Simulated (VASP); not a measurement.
# Al (Fm-3m) in VASP: further runs

The runs below take Al through relaxation of cell and atoms, single point, with PBE.

Program: VASP 6.6.1. These are calculated values, not measurements. Logs are shortened: lines on timing, memory, paths and dates and some standing lists are left out, and cuts for length are marked.

**1. The structure**

The structure is cubic, space group Fm-3m (No. 225). Conventional cell: a = 4.050 Å, b = 4.050 Å, c = 4.050 Å, α = 90.00°, β = 90.00°, γ = 90.00°. Al (site symmetry m-3m) has 12 Al at 2.86 Å as nearest neighbours.

**2. Relaxation of cell and atoms, PBE**

Contents of INCAR:

```
  ALGO = Normal
  EDIFF = 1E-7
  EDIFFG = -0.002
  ENCUT = 520
  GGA = PE
  IBRION = 2
  ISIF = 3
  ISMEAR = 0
  LASPH = True
  LCHARG = False
  LREAL = False
  LWAVE = False
  NELM = 80
  NSW = 80
  PREC = Accurate
  SIGMA = 1.0
```

Contents of KPOINTS:

```
k-points
0
Gamma
  18 18 18
```

Contents of POSCAR:

```
Al
1.0
    0.0000000000      2.0248050000      2.0248050000
    2.0248050000      0.0000000000      2.0248050000
    2.0248050000      2.0248050000      0.0000000000
Al
1
Direct
    0.0000000000      0.0000000000      0.0000000000
```

Potentials or basis: VASP PAW PBE potentials, release 64 (Al).

Run with:

```
$ cat potpaw_PBE.64/Al/POTCAR > POTCAR
$ mpirun -np 1 vasp_std > vasp.out
```

OUTCAR:

```text
EDIFF = 1E-7
   EDIFFG = -0.002
   ENCUT = 520
   GGA = PE
   IBRION = 2
   ISIF = 3
   ISMEAR = 0
   LASPH = True
   LREAL = False
   NELM = 80
   NSW = 80
   PREC = Accurate

 ion  position               nearest neighbor table
   1  0.000  0.000  0.000-

  LATTYP: Found a face centered cubic cell.
 ALAT       =     4.0496100000

  Lattice vectors:

 A1 = (   0.0000000000,   2.0248050000,   2.0248050000)
 A2 = (   2.0248050000,   0.0000000000,   2.0248050000)
 A3 = (   2.0248050000,   2.0248050000,   0.0000000000)

Analysis of symmetry for initial positions (statically):
=====================================================================
 Subroutine PRICEL returns:
 Original cell was already a primitive cell.

 Routine SETGRP: Setting up the symmetry group for a
 face centered cubic supercell.

 Subroutine GETGRP returns: Found 48 space group operations
 (whereof 48 operations were pure point group operations)
 out of a pool of 48 trial point group operations.

The static configuration has the point symmetry O_h .

Analysis of symmetry for dynamics (positions and initial velocities):
=====================================================================
 Subroutine PRICEL returns:
 Original cell was already a primitive cell.

 Routine SETGRP: Setting up the symmetry group for a
 face centered cubic supercell.

 Subroutine GETGRP returns: Found 48 space group operations
 (whereof 48 operations were pure point group operations)
 out of a pool of 48 trial point group operations.

The dynamic configuration has the point symmetry O_h .

 Subroutine INISYM returns: Found 48 space group operations
 (whereof 48 operations are pure point group operations),
 and found     1 'primitive' translations

----------------------------------------------------------------------------------------

                                     Primitive cell

  volume of cell :      16.6027

  direct lattice vectors                    reciprocal lattice vectors
     0.000000000  2.024805000  2.024805000    -0.246937359  0.246937359  0.246937359
     2.024805000  0.000000000  2.024805000     0.246937359 -0.246937359  0.246937359
     2.024805000  2.024805000  0.000000000     0.246937359  0.246937359 -0.246937359

  length of vectors
     2.863506692  2.863506692  2.863506692     0.427708053  0.427708053  0.427708053

  position of ions in fractional coordinates (direct lattice)
     0.000000000  0.000000000  0.000000000

  ion indices of the primitive-cell ions
   primitive index   ion index
                 1           1

----------------------------------------------------------------------------------------

 KPOINTS: k-points

Automatic generation of k-mesh.
 Grid dimensions read from file:
 generate k-points for:   18   18   18

 Generating k-lattice:

  Cartesian coordinates                     Fractional coordinates (reciprocal lattice)
    -0.013718742  0.013718742  0.013718742     0.055555556  0.000000000  0.000000000
     0.013718742 -0.013718742  0.013718742     0.000000000  0.055555556  0.000000000
     0.013718742  0.013718742 -0.013718742     0.000000000  0.000000000  0.055555556

  Length of vectors
     0.023761558  0.023761558  0.023761558

  Shift w.r.t. Gamma in fractional coordinates (k-lattice)
     0.000000000  0.000000000  0.000000000

 Subroutine IBZKPT returns following result:
 ===========================================

 Found    195 irreducible k-points:

 Following reciprocal coordinates:
            Coordinates               Weight
  0.000000  0.000000  0.000000      1.000000
  0.055556  0.000000  0.000000      8.000000
  0.111111  0.000000  0.000000      8.000000
  0.166667  0.000000  0.000000      8.000000
  0.222222  0.000000  0.000000      8.000000
  0.277778  0.000000  0.000000      8.000000
[... 16 lines left out ...]
 -0.277778  0.055556  0.000000     24.000000
 -0.222222  0.055556  0.000000     24.000000
 [... further k-points ...]
   k-points           NKPTS =    195   k-points in BZ     NKDIM =    195   number of bands    NBANDS=      5
   number of dos      NEDOS =    301   number of ions     NIONS =      1
   total plane-waves  NPLWV =  13824
   dimension x,y,z NGX =    24 NGY =   24 NGZ =   24
   dimension x,y,z NGXF=    48 NGYF=   48 NGZF=   48
   ions per type =               1
   NGX,Y,Z   is equivalent  to a cutoff of  13.93, 13.93, 13.93 a.u.
   NGXF,Y,Z  is equivalent  to a cutoff of  27.87, 27.87, 27.87 a.u.
 SYSTEM =  unknown system
   PREC   = accura    normal or accurate (medium, high low for compatibility)
   ISTART =      0    job   : 0-new  1-cont  2-samecut
   ICHARG =      2    charge: 1-file 2-atom 10-const
   ISPIN  =      1    spin polarized calculation?
   LNONCOLLINEAR =      F non collinear calculations
   LSORBIT =      F    spin-orbit coupling
   LASPH  =      T    aspherical Exc in radial PAW
   ENCUT  =  520.0 eV  38.22 Ry    6.18 a.u.   5.32  5.32  5.32*2*pi/ulx,y,z
   NELM   =     80;   NELMIN=  2; NELMDL= -5     # of ELM steps
   EDIFF  = 0.1E-06   stopping-criterion for ELM
   LREAL  =      F    real-space projection
   EDIFFG = -.2E-02   stopping-criterion for IOM
   NSW    =     80    number of steps for IOM
   IBRION =      2    ionic relax: 0-MD 1-quasi-New 2-CG
   NFREE  =      1    steps in history (QN), initial steepest desc. (CG)
   ISIF   =      3    stress and relaxation
   ISYM   =      2    0-nonsym 1-usesym 2-fastsym
   POTIM  = 0.5000    time-step for ionic-motion
   TEBEG  =    0.0;   TEEND  =   0.0 temperature during run
   PSTRESS=    0.0 pullay stress
   NELECT =       3.0000    total number of electrons
   NUPDOWN=      -1.0000    fix difference up-down
   EMIN   =  10.00;   EMAX   =-10.00  energy-range for DOS
   EFERMI =   0.00;   METHOD = LEGACY
   ISMEAR =     0;   SIGMA  =   1.00  broadening in eV -4-tet -1-fermi 0-gaus
   EFERMI_NEDOS =   21; number of points for ismear=-14 and -15
   IALGO  =     38    algorithm
   IMIX   =      4    mixing-type and parameters
     AMIX     =   0.40;   BMIX     =  1.00
     AMIX_MAG =   1.60;   BMIX_MAG =  1.00
  volume/ion in A,a.u.               =      16.60       112.04
  Fermi-wavevector in a.u.,A,eV,Ry     =   0.925526  1.748991 11.654733  0.856599
  Thomas-Fermi vector in A             =   2.051390
   LORBIT       =      0    0 simple, 1 ext, 2 COOP (PROOUT), +10 PAW based schemes
   GGA     = PE    functional components
   LHFCALC =     F    Hartree Fock is set to
   AEXX    =    0.0000 exact exchange contribution
   IVDW    =     0    specifies the selected vdW correction
   LEPSILON=     F    determine dielectric tensor
   LRPA    =     F    only Hartree local field effects (RPA)
 conjugate gradient relaxation of ions
 non-spin polarized calculation
 Gauss-broadening in eV      SIGMA  =   1.00
  energy-cutoff  :      520.00
  volume of cell :       16.60
 maximum number of plane-waves:       459
 NGX is ok and might be reduce to    24
   NGX = 11   NGY = 11   NGZ = 11

--------------------------------------- Ionic step        1  -------------------------------------------

 number of electron       3.0000000 magnetization

 Free energy of the ion-electron system (eV)
  ---------------------------------------------------
  ext. energy  EPLUGINS =         0.00000000
  ---------------------------------------------------
  free energy    TOTEN  =        -3.84699611 eV

  energy without entropy =       -3.64485806  energy(sigma->0) =       -3.74592708

------------------------ aborting loop because EDIFF is reached ----------------------------------------

  FORCE on cell =-STRESS in cart. coord.  units (eV):
  Direction    XX          YY          ZZ          XY          YZ          ZX
  --------------------------------------------------------------------------------------
  -------------------------------------------------------------------------------------
  Total        0.0172794      0.0172794      0.0172794      0.0000000      0.0000000      0.0000000
  in kB        1.6674803      1.6674803      1.6674803      0.0000000      0.0000000      0.0000000
  external PRESSURE =       1.6674803 kB  Pullay stress =       0.0000000 kB
[... 55 lines left out ...]
  energy  without entropy=       -3.6445111034  energy(sigma->0) =       -3.74576264

--------------------------------------- Ionic step        3  -------------------------------------------

 number of electron       3.0000000 magnetization

 Free energy of the ion-electron system (eV)
  ---------------------------------------------------
  ext. energy  EPLUGINS =         0.00000000
  ---------------------------------------------------
  free energy    TOTEN  =        -3.84701456 eV

  energy without entropy =       -3.64455775  energy(sigma->0) =       -3.74578616

 E-fermi :   7.9008     XC(G=0): -10.1662

 val. band max:        7.8941916617   @ k =  -0.3889   0.3889   0.1667
 cond. band min:       7.9009102173   @ k =  -0.2778   0.2778   0.0556
 fundamental gap:      0.0067185556
 Fermi energy:         7.9007726395

 k-point     1 :       0.0000    0.0000    0.0000
  band No.  band energies     occupation
      1      -3.1638      2.00000
      2      20.4856      0.00000
      3      20.4856      0.00000
      4      20.4856      0.00000
      5      21.9145      0.00000

 k-point     2 :       0.0556    0.0000    0.0000
  band No.  band energies     occupation
      1      -3.0803      2.00000
      2      18.9628      0.00000
      3      20.1655      0.00000
      4      20.1655      0.00000
      5      22.3642      0.00000
[... 169 lines left out ...]
 k-point    24 :      -0.2222    0.0556    0.0000
  band No.  band energies     occupation
      1      -1.5315      2.00000
      2      11.7349      0.00000
      3      17.1450      0.00000
      4      19.9814      0.00000
      5      21.7207      0.00000

 [... further k-points ...]
[... 5 lines left out ...]
  --------------------------------------------------------------------------------------
  -------------------------------------------------------------------------------------
  Total       -0.0000298     -0.0000298     -0.0000298     -0.0000000      0.0000000     -0.0000000
  in kB       -0.0028718     -0.0028718     -0.0028718     -0.0000000      0.0000000     -0.0000000
  external PRESSURE =      -0.0028718 kB  Pullay stress =       0.0000000 kB
[... 16 lines left out ...]
  FREE ENERGIE OF THE ION-ELECTRON SYSTEM (eV)
  ---------------------------------------------------
  free  energy   TOTEN  =        -3.8470145609 eV

  energy  without entropy=       -3.6445577545  energy(sigma->0) =       -3.74578616

 reached required accuracy - stopping structural energy minimisation
```

Run time: 7 s. Hardware: 1 thread of Intel Xeon 6975P-C (Granite Rapids), shared host; peak memory 0.14 GiB.

Results:

```yaml
Free_energy: -3.8470 eV
Relaxed_volume: 16.64 Å³/atom
Relaxed_cell: a = 2.866 Å, b = 2.866 Å, c = 2.866 Å, α = 60.00°, β = 60.00°, γ = 60.00°
Space_group_after_relaxing_to_0.05_Å: Fm-3m (No. 225)
Energy_gained_by_relaxing: 0.0 meV/atom
Ionic_steps: 3
Pressure_after_relaxing: 0.0 GPa
Band_gap_on_the_k_mesh: none (metal or under the smearing width)
```

Final structure:
```xyz
1
Lattice="0.0000 2.0263 2.0263 2.0263 0.0000 2.0263 2.0263 2.0263 0.0000" Properties=species:S:1:pos:R:3 pbc="T T T"
Al    0.0000    0.0000    0.0000
```

Levels at points of the mesh, in eV from the Fermi level:
```
           k point  band 1  band 2  band 3  band 4
(0.00, 0.00, 0.00)  -11.06   12.58   12.58   12.58
(0.50, 0.00, 0.00)   -4.55   -4.36   11.33   11.33
(0.50, 0.50, 0.00)   -2.89   -1.59    5.27    5.57
```

**3. Relaxation of cell and atoms, PBE**

This run uses another cell than the first one, of 16.64 Å³/atom, 1.002 times its volume.

INCAR is that of step 2.

KPOINTS is that of step 2.

Contents of POSCAR:

```
Al                                      
1.0
   -0.0000000000      2.0262801510      2.0262801510
    2.0262801510      0.0000000000      2.0262801510
    2.0262801510      2.0262801510     -0.0000000000
  Al            
     1
Direct
     0.0000000000000000    0.0000000000000000    0.0000000000000000
```

Potentials or basis: VASP PAW PBE potentials, release 64 (Al).

Run with:

```
$ cat potpaw_PBE.64/Al/POTCAR > POTCAR
$ mpirun -np 1 vasp_std > vasp.out
```

It took 4.3 s on 1 thread of Intel Xeon 6975P-C (Granite Rapids), shared host; peak memory 0.14 GiB.

The run converged. Its results:

* Free energy: -3.8470 eV
* Pressure after relaxing: 0.0 GPa
* Band gap on the k mesh: none (metal or under the smearing width)

Final structure:
```
Al
1.0
     0.00000    2.02628    2.02628
     2.02628    0.00000    2.02628
     2.02628    2.02628    0.00000
Al
1
Direct
  0.00000 0.00000 0.00000
```

Levels at points of the mesh, in eV from the Fermi level:
| k point | band 1 | band 2 | band 3 | band 4 | band 5 |
| --- | --- | --- | --- | --- | --- |
| (0.00, 0.00, 0.00) | -11.06 | 12.58 | 12.58 | 12.58 | 14.01 |
| (0.50, 0.00, 0.00) | -4.55 | -4.36 | 11.33 | 11.33 | 11.43 |
| (0.50, 0.50, 0.00) | -2.89 | -1.59 | 5.27 | 5.57 | 5.57 |

Caveat: the relaxation stopped at its first step, so nothing moved.

(Part 1 of 2 ends here.)
